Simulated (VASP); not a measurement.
# Si (Fm-3m) in VASP: a series of runs, part 2 of 2

VASP 6.6.1. The steps go on from the part before.

### Step 4. Relaxation of the atoms, r2SCAN (a relaxed cell with its volume scaled by 1.04)

File INCAR:

```
PREC = Accurate ; ENCUT = 600
EDIFF = 1E-7 ; ISMEAR = 1
SIGMA = 0.1 ; LREAL = F
LASPH = T ; NELM = 80
ALGO = Normal ; ISIF = 2
LWAVE = F ; LCHARG = F
METAGGA = R2SCAN ; LMIXTAU = T
IBRION = 2 ; NSW = 40
EDIFFG = -0.01
```

File KPOINTS:

```
Automatic mesh
0
Gamma
  16 16 16
```

File POSCAR:

```
Si                                      
1.0
    0.0000000000      1.9306154099      1.9306154099
    1.9306154099      0.0000000000      1.9306154099
    1.9306154099      1.9306154099      0.0000000000
  Si            
     1
Direct
     0.0000000000000000    0.0000000000000000    0.0000000000000000
```

Potentials or basis: VASP PAW PBE potentials, release 64 (Si).

Command:

```
cat potpaw_PBE.64/Si/POTCAR > POTCAR
mpirun -np 1 vasp_std > vasp.out
```

OUTCAR:

```text
PREC = Accurate
   ENCUT = 600
   EDIFF = 1E-7
   ISMEAR = 1
   LREAL = F
   LASPH = T
   NELM = 80
   ISIF = 2
   METAGGA = R2SCAN
   IBRION = 2
   NSW = 40
   EDIFFG = -0.01

 ion  position               nearest neighbor table
   1  0.000  0.000  0.000-

  LATTYP: Found a face centered cubic cell.
 ALAT       =     3.8612308198

  Lattice vectors:

 A1 = (   0.0000000000,   1.9306154099,   1.9306154099)
 A2 = (   1.9306154099,   0.0000000000,   1.9306154099)
 A3 = (   1.9306154099,   1.9306154099,   0.0000000000)

Analysis of symmetry for initial positions (statically):
=====================================================================
 Subroutine PRICEL returns:
 Original cell was already a primitive cell.

 Routine SETGRP: Setting up the symmetry group for a
 face centered cubic supercell.

 Subroutine GETGRP returns: Found 48 space group operations
 (whereof 48 operations were pure point group operations)
 out of a pool of 48 trial point group operations.

The static configuration has the point symmetry O_h .
[... 159 lines left out ...]

  energy without entropy =       -8.02001741  energy(sigma->0) =       -8.01984359

 E-fermi :  10.3049     XC(G=0): -12.0028

 val. band max:       10.2973284845   @ k =   0.5000   0.3750   0.0000
 cond. band min:      10.3113166368   @ k =  -0.2500   0.1250   0.0000
 fundamental gap:      0.0139881523
 Fermi energy:        10.3048649483

 k-point     1 :       0.0000    0.0000    0.0000
  band No.  band energies     occupation
      1      -5.1448      2.00000
      2      22.3301      0.00000
      3      22.3301      0.00000
      4      22.3301      0.00000
      5      22.9407      0.00000
      6      22.9407      0.00000
[... 199 lines left out ...]
 k-point    24 :      -0.0625    0.0625    0.0000
  band No.  band energies     occupation
      1      -4.8209      2.00000
      2      19.0664      0.00000
      3      19.3839      0.00000
      4      22.4195      0.00000
      5      23.2544      0.00000
      6      24.5359      0.00000

 [... further k-points ...]

------------------------ aborting loop because EDIFF is reached ----------------------------------------

  FORCE on cell =-STRESS in cart. coord.  units (eV):
  Direction    XX          YY          ZZ          XY          YZ          ZX
  --------------------------------------------------------------------------------------
  -------------------------------------------------------------------------------------
  Total       -0.3010524     -0.3010524     -0.3010524      0.0000000      0.0000000     -0.0000000
  in kB      -33.5147028    -33.5147028    -33.5147028      0.0000000      0.0000000     -0.0000000
  external PRESSURE =     -33.5147028 kB  Pullay stress =       0.0000000 kB

 VOLUME and BASIS-vectors are now :
 -----------------------------------------------------------------------------
  energy-cutoff  :      600.00
  volume of cell :       14.39
      direct lattice vectors                 reciprocal lattice vectors
     0.000000000  1.930615410  1.930615410    -0.258984776  0.258984776  0.258984776
     1.930615410  0.000000000  1.930615410     0.258984776 -0.258984776  0.258984776
     1.930615410  1.930615410  0.000000000     0.258984776  0.258984776 -0.258984776

 POSITION                                       TOTAL-FORCE (eV/Angst)
 -----------------------------------------------------------------------------------
      0.00000      0.00000      0.00000         0.000000     -0.000000     -0.000000
 -----------------------------------------------------------------------------------
    total drift:                                0.000000     -0.000000      0.000000

  FREE ENERGIE OF THE ION-ELECTRON SYSTEM (eV)
  ---------------------------------------------------
  free  energy   TOTEN  =        -8.0197566862 eV

  energy  without entropy=       -8.0200174063  energy(sigma->0) =       -8.01984359

 reached required accuracy - stopping structural energy minimisation
```

OSZICAR:

```text
N       E                     dE             d eps       ncg     rms          rms(c)
DAV:   1    -0.455857267437E+01   -0.45586E+01   -0.20498E+03  1854   0.596E+02
DAV:   2    -0.854901934623E+01   -0.39904E+01   -0.36617E+01  2460   0.466E+01
DAV:   3    -0.858512370091E+01   -0.36104E-01   -0.36064E-01  2196   0.481E+00
[... 12 lines left out ...]
DAV:  16    -0.801975372715E+01   -0.86372E-05   -0.38075E-06  1920   0.221E-02    0.607E-03
DAV:  17    -0.801975729898E+01   -0.35718E-05   -0.96525E-06  1854   0.257E-02    0.153E-03
DAV:  18    -0.801975692970E+01    0.36929E-06   -0.48102E-07  2388   0.764E-03    0.698E-04
DAV:  19    -0.801975681476E+01    0.11494E-06   -0.58078E-08   978   0.216E-03    0.371E-04
DAV:  20    -0.801975666256E+01    0.15220E-06   -0.62921E-09   912   0.875E-04    0.127E-04
DAV:  21    -0.801975668622E+01   -0.23662E-07   -0.65487E-10   894   0.330E-04
   1 F= -.80197567E+01 E0= -.80198436E+01  d E =-.801976E+01
```

CONTCAR:

```text
Si
   1.00000000000000
     0.0000000000000000    1.9306154098999999    1.9306154098999999
     1.9306154098999999    0.0000000000000000    1.9306154098999999
     1.9306154098999999    1.9306154098999999    0.0000000000000000
  Si
     1
Direct
     0.0000000000000000    0.0000000000000000    0.0000000000000000

  0.00000000E+00  0.00000000E+00  0.00000000E+00
```

Run time: 59 s. Hardware: 1 thread of Intel Xeon Platinum 8488C (Sapphire Rapids), shared host; peak memory 0.14 GiB.

What came out:

```
Free energy             : -8.0198 eV
Pressure after relaxing : -3.4 GPa
Band gap on the k mesh  : none (metal or under the smearing width)
```

Final structure:
```
CELL_PARAMETERS angstrom
0.00000 1.93062 1.93062
1.93062 0.00000 1.93062
1.93062 1.93062 0.00000
ATOMIC_POSITIONS crystal
Si 0.00000 0.00000 0.00000
```

Levels at points of the mesh, in eV from the Fermi level:
| k point | band 1 | band 2 | band 3 | band 4 | band 5 | band 6 |
| --- | --- | --- | --- | --- | --- | --- |
| (0.00, 0.00, 0.00) | -15.45 | 12.03 | 12.03 | 12.03 | 12.64 | 12.64 |
| (0.50, 0.00, 0.00) | -8.06 | -7.53 | 9.23 | 9.23 | 11.45 | 11.45 |
| (0.50, 0.50, 0.00) | -5.85 | -4.68 | 3.39 | 3.39 | 4.52 | 7.45 |

Caveat: the relaxation stopped at its first step, so nothing moved; the PAW data sets were made with another functional, which shifts forces and pressure a little.

### Step 5. Relaxation of the atoms, r2SCAN (a relaxed cell with its volume scaled by 1.06)

INCAR is that of step 4.

KPOINTS is that of step 4.

File POSCAR:

```
Si                                      
1.0
    0.0000000000      1.9429126549      1.9429126549
    1.9429126549      0.0000000000      1.9429126549
    1.9429126549      1.9429126549      0.0000000000
  Si            
     1
Direct
     0.0000000000000000    0.0000000000000000    0.0000000000000000
```

Potentials or basis: VASP PAW PBE potentials, release 64 (Si).

Command:

```
cat potpaw_PBE.64/Si/POTCAR > POTCAR
mpirun -np 1 vasp_std > vasp.out
```

OUTCAR:

```text
PREC = Accurate
   ENCUT = 600
   EDIFF = 1E-7
   ISMEAR = 1
   LREAL = F
   LASPH = T
   NELM = 80
   ISIF = 2
   METAGGA = R2SCAN
   IBRION = 2
   NSW = 40
   EDIFFG = -0.01

 ion  position               nearest neighbor table
   1  0.000  0.000  0.000-

  LATTYP: Found a face centered cubic cell.
 ALAT       =     3.8858253098

  Lattice vectors:

 A1 = (   0.0000000000,   1.9429126549,   1.9429126549)
 A2 = (   1.9429126549,   0.0000000000,   1.9429126549)
 A3 = (   1.9429126549,   1.9429126549,   0.0000000000)

Analysis of symmetry for initial positions (statically):
=====================================================================
 Subroutine PRICEL returns:
 Original cell was already a primitive cell.

 Routine SETGRP: Setting up the symmetry group for a
 face centered cubic supercell.

 Subroutine GETGRP returns: Found 48 space group operations
 (whereof 48 operations were pure point group operations)
 out of a pool of 48 trial point group operations.

The static configuration has the point symmetry O_h .
[... 159 lines left out ...]

  energy without entropy =       -8.01296665  energy(sigma->0) =       -8.01280219

 E-fermi :  10.0652     XC(G=0): -11.9171

 val. band max:       10.0636591110   @ k =  -0.2500   0.1250   0.0000
 cond. band min:      10.1477842211   @ k =  -0.4375   0.3125   0.0625
 fundamental gap:      0.0841251101
 Fermi energy:        10.0652321125

 k-point     1 :       0.0000    0.0000    0.0000
  band No.  band energies     occupation
      1      -5.2113      2.00000
      2      21.8294      0.00000
      3      21.8294      0.00000
      4      21.8294      0.00000
      5      22.6127      0.00000
      6      22.6127      0.00000
[... 199 lines left out ...]
 k-point    24 :      -0.0625    0.0625    0.0000
  band No.  band energies     occupation
      1      -4.8915      2.00000
      2      18.7149      0.00000
      3      18.9877      0.00000
      4      21.9121      0.00000
      5      22.9223      0.00000
      6      24.0922      0.00000

 [... further k-points ...]

------------------------ aborting loop because EDIFF is reached ----------------------------------------

  FORCE on cell =-STRESS in cart. coord.  units (eV):
  Direction    XX          YY          ZZ          XY          YZ          ZX
  --------------------------------------------------------------------------------------
  -------------------------------------------------------------------------------------
  Total       -0.4370348     -0.4370348     -0.4370348     -0.0000000      0.0000000     -0.0000000
  in kB      -47.7349881    -47.7349881    -47.7349881     -0.0000000      0.0000000     -0.0000000
  external PRESSURE =     -47.7349881 kB  Pullay stress =       0.0000000 kB

 VOLUME and BASIS-vectors are now :
 -----------------------------------------------------------------------------
  energy-cutoff  :      600.00
  volume of cell :       14.67
      direct lattice vectors                 reciprocal lattice vectors
     0.000000000  1.942912655  1.942912655    -0.257345588  0.257345588  0.257345588
     1.942912655  0.000000000  1.942912655     0.257345588 -0.257345588  0.257345588
     1.942912655  1.942912655  0.000000000     0.257345588  0.257345588 -0.257345588

 POSITION                                       TOTAL-FORCE (eV/Angst)
 -----------------------------------------------------------------------------------
      0.00000      0.00000      0.00000        -0.000000     -0.000000     -0.000000
 -----------------------------------------------------------------------------------
    total drift:                               -0.000000      0.000000     -0.000000

  FREE ENERGIE OF THE ION-ELECTRON SYSTEM (eV)
  ---------------------------------------------------
  free  energy   TOTEN  =        -8.0127199654 eV

  energy  without entropy=       -8.0129666520  energy(sigma->0) =       -8.01280219

 reached required accuracy - stopping structural energy minimisation
```

CONTCAR:

```text
Si
   1.00000000000000
     0.0000000000000000    1.9429126549000000    1.9429126549000000
     1.9429126549000000    0.0000000000000000    1.9429126549000000
     1.9429126549000000    1.9429126549000000    0.0000000000000000
  Si
     1
Direct
     0.0000000000000000    0.0000000000000000    0.0000000000000000

  0.00000000E+00  0.00000000E+00  0.00000000E+00
```

It took 66 s on 1 thread of Intel Xeon Platinum 8488C (Sapphire Rapids), shared host; peak memory 0.14 GiB.

Results:

- Free energy: -8.0127 eV
- Pressure after relaxing: -4.8 GPa
- Band gap on the k mesh: none (metal or under the smearing width)

Final structure:
```
Si
1.0
     0.00000    1.94291    1.94291
     1.94291    0.00000    1.94291
     1.94291    1.94291    0.00000
Si
1
Cartesian
  0.0000 0.0000 0.0000
```

Caveat: the relaxation stopped at its first step, so nothing moved; the PAW data sets were made with another functional, which shifts forces and pressure a little.

### Step 6. The runs side by side

```tsv
cell	gap on the mesh (eV)	pressure (GPa)
atoms relaxed	none	0.0
atoms relaxed from: a relaxed cell with its volume scaled by 1.02	none	-1.8
atoms relaxed from: a relaxed cell with its volume scaled by 1.04	none	-3.4
atoms relaxed from: a relaxed cell with its volume scaled by 1.06	none	-4.8
```

Alike in all rows: task relaxation of the atoms; level r2SCAN; potentials or basis VASP PAW PBE potentials, release 64 (Si); no spin polarisation; k mesh 16 × 16 × 16; cutoff (eV) 600; smearing methfessel-paxton 0.1 eV.

Caveats: the relaxation stopped at its first step, so nothing moved; the PAW data sets were made with another functional, which shifts forces and pressure a little.

Total energies depend on the potentials used, so only differences within one code and one set of settings carry meaning.
